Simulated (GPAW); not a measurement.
TaN:

```
Ta N
1.0
     2.93800    0.00000    0.00000
    -1.46900    2.54438    0.00000
     0.00000    0.00000    2.88300
Ta N
1 1
Direct
  0.00000 0.00000 0.50000
  0.66667 0.33333 0.00000
```

* Program: GPAW 26.7.0
* Task: single point
* Functional: PBEsol
* Potentials or basis: PAW data sets generated in the run's folder for this functional
* Cutoff: 800 eV
* Basis: pw
* k mesh: 10 × 10 × 9
* Occupations: fermi-dirac, width 0.05 eV
* Spin: no spin polarisation

On this cell: pressure -5.0 GPa; largest force under 0.003 eV/Å; band gap on the k mesh none (metal or under the smearing width).

The same run follows on a disturbed copy (atoms moved at random, drawn with an rms of 0.05 Å):

```
Ta N
1.0
     2.93800    0.00000    0.00000
    -1.46900    2.54438    0.00000
     0.00000    0.00000    2.88300
Ta N
1 1
Cartesian
  0.0214 0.0212 1.3933
  1.4195 0.8621 0.0169
```

Task: What does the disturbed cell give?

Result: The energy (extrapolated to zero smearing) moves by +31.9 meV/atom; pressure -3.4 GPa; largest force 1.337 eV/Å; band gap on the k mesh none (metal or under the smearing width).

Forces on the atoms (eV/Å):
```
Ta  -0.947 -0.134  0.934
N    0.947  0.134 -0.934
```

Stress tensor (GPa, compression positive):
```
-3.26  1.08 -1.71
 1.08 -3.96 -0.30
-1.71 -0.30 -2.88
```
